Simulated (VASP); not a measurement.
# LaB6 (Pm-3m) in VASP: notebook

One crystal, LaB6, is run at these levels: PBEsol; tasks: single point.

Everything below comes from runs of VASP 6.6.1. Logs are shortened: lines on timing, memory, paths and dates and some standing lists are left out, and cuts for length are marked.

### Step 1. The crystal as given

Symmetry: Pm-3m, No. 221, cubic system. Conventional cell: a = 4.157 Å, b = 4.157 Å, c = 4.157 Å, α = 90.00°, β = 90.00°, γ = 90.00°. La (site symmetry m-3m) has 24 B at 3.06 Å as nearest neighbours. B (site symmetry 4mm) is surrounded by 5 B at 1.67 to 1.76 Å.

### Step 2. Single point, PBEsol

Input file INCAR:

```
SYSTEM = LaB6
  PREC = Accurate
  ENCUT = 520
  EDIFF = 1E-6
  ISMEAR = 1
  SIGMA = 0.15
  LREAL = .False.
  LASPH = .True.
  NELM = 100
  ALGO = Normal
  ISIF = 2
  LWAVE = .False.
  LCHARG = .False.
  GGA = PS
  NBANDS = 24
```

Input file KPOINTS:

```
Automatic mesh
0
Gamma
  3 3 3
  0 0 0
```

Input file POSCAR:

```
LaB6
1.0
    4.1570000000      0.0000000000      0.0000000000
    0.0000000000      4.1570000000      0.0000000000
    0.0000000000      0.0000000000      4.1570000000
La B
1 6
Direct
    0.0000000000      0.0000000000      0.0000000000
    0.2004482618      0.5000000000      0.5000000000
    0.5000000000      0.2004482618      0.5000000000
    0.7995517382      0.5000000000      0.5000000000
    0.5000000000      0.7995517382      0.5000000000
    0.5000000000      0.5000000000      0.2004482618
    0.5000000000      0.5000000000      0.7995517382
```

Potentials or basis: VASP PAW PBE potentials, release 64 (La, B).

Launch:

```sh
cat potpaw_PBE.64/La/POTCAR potpaw_PBE.64/B/POTCAR > POTCAR
mpirun -np 1 vasp_std > vasp.out
```

OUTCAR:

```text
SYSTEM = LaB6
   PREC = Accurate
   ENCUT = 520
   EDIFF = 1E-6
   ISMEAR = 1
   LREAL = .False.
   LASPH = .True.
   NELM = 100
   ISIF = 2
   GGA = PS

 ion  position               nearest neighbor table
   1  0.000  0.000  0.000-
   2  0.200  0.500  0.500-   4 1.67   3 1.76   5 1.76   6 1.76   7 1.76
   3  0.500  0.200  0.500-   5 1.67   4 1.76   2 1.76   6 1.76   7 1.76
   4  0.800  0.500  0.500-   2 1.67   3 1.76   5 1.76   6 1.76   7 1.76
   5  0.500  0.800  0.500-   3 1.67   2 1.76   4 1.76   6 1.76   7 1.76
   6  0.500  0.500  0.200-   7 1.67   3 1.76   4 1.76   5 1.76   2 1.76
   7  0.500  0.500  0.800-   6 1.67   3 1.76   4 1.76   5 1.76   2 1.76

  LATTYP: Found a simple cubic cell.
 ALAT       =     4.1570000000

  Lattice vectors:

 A1 = (   4.1570000000,   0.0000000000,   0.0000000000)
 A2 = (   0.0000000000,   4.1570000000,   0.0000000000)
 A3 = (   0.0000000000,   0.0000000000,   4.1570000000)

Analysis of symmetry for initial positions (statically):
=====================================================================
 Subroutine PRICEL returns:
 Original cell was already a primitive cell.

 Routine SETGRP: Setting up the symmetry group for a
 simple cubic supercell.

 Subroutine GETGRP returns: Found 48 space group operations
 (whereof 48 operations were pure point group operations)
 out of a pool of 48 trial point group operations.

The static configuration has the point symmetry O_h .

Analysis of symmetry for dynamics (positions and initial velocities):
=====================================================================
 Subroutine PRICEL returns:
 Original cell was already a primitive cell.

 Routine SETGRP: Setting up the symmetry group for a
 simple cubic supercell.

 Subroutine GETGRP returns: Found 48 space group operations
 (whereof 48 operations were pure point group operations)
 out of a pool of 48 trial point group operations.

The dynamic configuration has the point symmetry O_h .

 Subroutine INISYM returns: Found 48 space group operations
 (whereof 48 operations are pure point group operations),
 and found     1 'primitive' translations

----------------------------------------------------------------------------------------

                                     Primitive cell

  volume of cell :      71.8357

  direct lattice vectors                    reciprocal lattice vectors
     4.157000000  0.000000000  0.000000000     0.240558095  0.000000000  0.000000000
     0.000000000  4.157000000  0.000000000     0.000000000  0.240558095  0.000000000
     0.000000000  0.000000000  4.157000000     0.000000000  0.000000000  0.240558095

  length of vectors
     4.157000000  4.157000000  4.157000000     0.240558095  0.240558095  0.240558095

  position of ions in fractional coordinates (direct lattice)
     0.000000000  0.000000000  0.000000000
     0.200448262  0.500000000  0.500000000
     0.500000000  0.200448262  0.500000000
     0.799551738  0.500000000  0.500000000
     0.500000000  0.799551738  0.500000000
     0.500000000  0.500000000  0.200448262
     0.500000000  0.500000000  0.799551738

  ion indices of the primitive-cell ions
   primitive index   ion index
                 1           1
                 2           2
                 3           3
                 4           4
                 5           5
                 6           6
                 7           7

----------------------------------------------------------------------------------------

 KPOINTS: Automatic mesh

Automatic generation of k-mesh.
 Grid dimensions read from file:
 generate k-points for:    3    3    3

 Generating k-lattice:

  Cartesian coordinates                     Fractional coordinates (reciprocal lattice)
     0.080186032  0.000000000  0.000000000     0.333333333  0.000000000  0.000000000
     0.000000000  0.080186032  0.000000000     0.000000000  0.333333333  0.000000000
     0.000000000  0.000000000  0.080186032     0.000000000  0.000000000  0.333333333

  Length of vectors
     0.080186032  0.080186032  0.080186032

  Shift w.r.t. Gamma in fractional coordinates (k-lattice)
     0.000000000  0.000000000  0.000000000

 Subroutine IBZKPT returns following result:
 ===========================================

 Found      4 irreducible k-points:

 Following reciprocal coordinates:
            Coordinates               Weight
  0.000000  0.000000  0.000000      1.000000
  0.333333  0.000000  0.000000      6.000000
  0.333333  0.333333  0.000000     12.000000
  0.333333  0.333333  0.333333      8.000000
   k-points           NKPTS =      4   k-points in BZ     NKDIM =      4   number of bands    NBANDS=     24
   number of dos      NEDOS =    301   number of ions     NIONS =      7
   total plane-waves  NPLWV =  32768
   dimension x,y,z NGX =    32 NGY =   32 NGZ =   32
   dimension x,y,z NGXF=    64 NGYF=   64 NGZF=   64
   ions per type =               1   6
   NGX,Y,Z   is equivalent  to a cutoff of  12.80, 12.80, 12.80 a.u.
   NGXF,Y,Z  is equivalent  to a cutoff of  25.59, 25.59, 25.59 a.u.
 SYSTEM =  LaB6
   PREC   = accura    normal or accurate (medium, high low for compatibility)
   ISTART =      0    job   : 0-new  1-cont  2-samecut
   ICHARG =      2    charge: 1-file 2-atom 10-const
   ISPIN  =      1    spin polarized calculation?
   LNONCOLLINEAR =      F non collinear calculations
   LSORBIT =      F    spin-orbit coupling
   LASPH  =      T    aspherical Exc in radial PAW
   ENCUT  =  520.0 eV  38.22 Ry    6.18 a.u.   7.73  7.73  7.73*2*pi/ulx,y,z
   NELM   =    100;   NELMIN=  2; NELMDL= -5     # of ELM steps
   EDIFF  = 0.1E-05   stopping-criterion for ELM
   LREAL  =      F    real-space projection
   EDIFFG = 0.1E-04   stopping-criterion for IOM
   NSW    =      0    number of steps for IOM
   IBRION =     -1    ionic relax: 0-MD 1-quasi-New 2-CG
   NFREE  =      0    steps in history (QN), initial steepest desc. (CG)
   ISIF   =      2    stress and relaxation
   ISYM   =      2    0-nonsym 1-usesym 2-fastsym
   POTIM  = 0.5000    time-step for ionic-motion
   TEBEG  =    0.0;   TEEND  =   0.0 temperature during run
   PSTRESS=    0.0 pullay stress
   NELECT =      29.0000    total number of electrons
   NUPDOWN=      -1.0000    fix difference up-down
   EMIN   =  10.00;   EMAX   =-10.00  energy-range for DOS
   EFERMI =   0.00;   METHOD = LEGACY
   ISMEAR =     1;   SIGMA  =   0.15  broadening in eV -4-tet -1-fermi 0-gaus
   EFERMI_NEDOS =   21; number of points for ismear=-14 and -15
   IALGO  =     38    algorithm
   IMIX   =      4    mixing-type and parameters
     AMIX     =   0.40;   BMIX     =  1.00
     AMIX_MAG =   1.60;   BMIX_MAG =  1.00
  volume/ion in A,a.u.               =      10.26        69.25
  Fermi-wavevector in a.u.,A,eV,Ry     =   1.209932  2.286439 19.918037  1.463934
  Thomas-Fermi vector in A             =   2.345494
   LORBIT       =      0    0 simple, 1 ext, 2 COOP (PROOUT), +10 PAW based schemes
   GGA     = PS    functional components
   LHFCALC =     F    Hartree Fock is set to
   AEXX    =    0.0000 exact exchange contribution
   IVDW    =     0    specifies the selected vdW correction
   LEPSILON=     F    determine dielectric tensor
   LRPA    =     F    only Hartree local field effects (RPA)
 non-spin polarized calculation
 Methfessel and Paxton  Order N= 1 SIGMA  =   0.15
  energy-cutoff  :      520.00
  volume of cell :       71.84
 maximum number of plane-waves:      1944
 NGX is ok and might be reduce to    32
   NGX = 15   NGY = 15   NGZ = 15

 number of electron      29.0000003 magnetization

 Free energy of the ion-electron system (eV)
  ---------------------------------------------------
  ext. energy  EPLUGINS =         0.00000000
  ---------------------------------------------------
  free energy    TOTEN  =       -51.29831656 eV

  energy without entropy =      -51.26617492  energy(sigma->0) =      -51.28760268

 E-fermi :   8.7251     XC(G=0): -11.3585

 val. band max:        6.8736572134   @ k =   0.3333   0.0000   0.0000
 cond. band min:       8.7520920923   @ k =   0.3333   0.3333   0.0000
 fundamental gap:      1.8784348789
 Fermi energy:         8.7250937045

 k-point     1 :       0.0000    0.0000    0.0000
  band No.  band energies     occupation
      1     -24.4530      2.00000
      2      -8.2190      2.00000
      3      -8.2190      2.00000
      4      -8.2190      2.00000
      5      -7.0596      2.00000
      6       0.5410      2.00000
[... 16 lines left out ...]
     23      10.7213     -0.00000
     24      11.8120      0.00000

 k-point     2 :       0.3333    0.0000    0.0000
  band No.  band energies     occupation
      1     -24.4342      2.00000
      2      -8.8731      2.00000
      3      -8.1560      2.00000
      4      -8.1560      2.00000
      5      -6.3240      2.00000
      6      -1.6793      2.00000
[... 16 lines left out ...]
     23      10.8960     -0.00000
     24      10.8960     -0.00000

 k-point     3 :       0.3333    0.3333    0.0000
  band No.  band energies     occupation
      1     -24.4160      2.00000
      2      -8.7054      2.00000
      3      -8.5530      2.00000
      4      -8.1018      2.00000
      5      -6.3685      2.00000
      6      -1.1942      2.00000
[... 16 lines left out ...]
     23      11.2405     -0.00000
     24      11.6878     -0.00000

 k-point     4 :       0.3333    0.3333    0.3333
  band No.  band energies     occupation
      1     -24.3983      2.00000
      2      -8.5594      2.00000
      3      -8.4518      2.00000
      4      -8.4518      2.00000
      5      -6.3411      2.00000
      6      -1.0494      2.00000
[... 16 lines left out ...]
     23      11.6022     -0.00000
     24      12.3232      0.00000

------------------------ aborting loop because EDIFF is reached ----------------------------------------

  FORCE on cell =-STRESS in cart. coord.  units (eV):
  Direction    XX          YY          ZZ          XY          YZ          ZX
  --------------------------------------------------------------------------------------
  -------------------------------------------------------------------------------------
  Total       -1.0995084     -1.0995084     -1.0995084      0.0000000     -0.0000000     -0.0000000
  in kB      -24.5227428    -24.5227428    -24.5227428      0.0000000     -0.0000000     -0.0000000
  external PRESSURE =     -24.5227428 kB  Pullay stress =       0.0000000 kB

 VOLUME and BASIS-vectors are now :
 -----------------------------------------------------------------------------
  energy-cutoff  :      520.00
  volume of cell :       71.84
      direct lattice vectors                 reciprocal lattice vectors
     4.157000000  0.000000000  0.000000000     0.240558095  0.000000000  0.000000000
     0.000000000  4.157000000  0.000000000     0.000000000  0.240558095  0.000000000
     0.000000000  0.000000000  4.157000000     0.000000000  0.000000000  0.240558095

 POSITION                                       TOTAL-FORCE (eV/Angst)
 -----------------------------------------------------------------------------------
      0.00000      0.00000      0.00000        -0.000000     -0.000000      0.000000
      0.83326      2.07850      2.07850        -0.028729     -0.000000      0.000000
      2.07850      0.83326      2.07850        -0.000000     -0.028729      0.000000
      3.32374      2.07850      2.07850         0.028729     -0.000000      0.000000
      2.07850      3.32374      2.07850        -0.000000      0.028729      0.000000
      2.07850      2.07850      0.83326        -0.000000     -0.000000     -0.028729
      2.07850      2.07850      3.32374        -0.000000     -0.000000      0.028729
 -----------------------------------------------------------------------------------
    total drift:                                0.000000      0.000000     -0.000000

  FREE ENERGIE OF THE ION-ELECTRON SYSTEM (eV)
  ---------------------------------------------------
  free  energy   TOTEN  =       -51.2983165608 eV

  energy  without entropy=      -51.2661749177  energy(sigma->0) =      -51.28760268
```

Wall time 17 s (1 thread of Intel Xeon Platinum 8259CL at 2.50GHz (Skylake/Cascade Lake), shared host); peak memory 0.18 GiB.

Results:

```yaml
Free_energy: -51.2983 eV
Pressure: -2.5 GPa
Largest_force: 0.029 eV/Å
Band_gap_on_the_k_mesh: none (metal or under the smearing width)
```

Forces on the atoms (eV/Å):
```
La   0.000  0.000  0.000
B   -0.029  0.000  0.000
B    0.000 -0.029  0.000
B    0.029  0.000  0.000
B    0.000  0.029  0.000
B    0.000  0.000 -0.029
B    0.000  0.000  0.029
```

Levels at points of the mesh, in eV from the Fermi level:
| k point | band 12 | band 13 | band 14 | band 15 | band 16 | band 17 |
| --- | --- | --- | --- | --- | --- | --- |
| (0.00, 0.00, 0.00) | -2.14 | -2.14 | -2.14 | 0.03 | 0.03 | 0.03 |

Caveat: the k mesh is coarse (spacing up to 0.50 Å⁻¹), so the values aren't converged; the PAW data sets were made with another functional, which shifts forces and pressure a little. The run has no spin-orbit coupling, so splittings on La are missing.

### Step 3. Single point, PBEsol

Input file INCAR:

```
PREC = Accurate
ENCUT = 520
EDIFF = 1E-7
ISMEAR = 1
SIGMA = 0.15
LREAL = False
LASPH = True
NELM = 100
ALGO = Fast
ISIF = 2
LWAVE = False
LCHARG = False
GGA = PS
NBANDS = 24
```

Input file KPOINTS:

```
Automatic mesh
0
Gamma
  3 3 3
```

POSCAR is that of step 2.

Potentials or basis: VASP PAW PBE potentials, release 64 (La, B).

Launch:

```sh
cat potpaw_PBE.64/La/POTCAR potpaw_PBE.64/B/POTCAR > POTCAR
mpirun -np 1 vasp_std > vasp.out
```

It took 78 s on 1 thread of Intel Xeon Platinum 8259CL at 2.50GHz (Skylake/Cascade Lake), shared host; peak memory 0.18 GiB.

It converged, with:

```yaml
Free_energy: -51.2983 eV
Pressure: -2.4 GPa
Largest_force: 0.029 eV/Å
Band_gap_on_the_k_mesh: none (metal or under the smearing width)
```

Forces on the atoms (eV/Å):
```
La   0.000  0.000  0.000
B   -0.029  0.000  0.000
B    0.000 -0.029  0.000
B    0.029  0.000  0.000
B    0.000  0.029  0.000
B    0.000  0.000 -0.029
B    0.000  0.000  0.029
```

Levels at points of the mesh, in eV from the Fermi level:
| k point | band 12 | band 13 | band 14 | band 15 | band 16 | band 17 |
| --- | --- | --- | --- | --- | --- | --- |
| (0.00, 0.00, 0.00) | -2.14 | -2.14 | -2.14 | 0.03 | 0.03 | 0.03 |

Caveat: the k mesh is coarse (spacing up to 0.50 Å⁻¹), so the values aren't converged; the PAW data sets were made with another functional, which shifts forces and pressure a little. Spin-orbit coupling is left out, which matters for the levels of La.
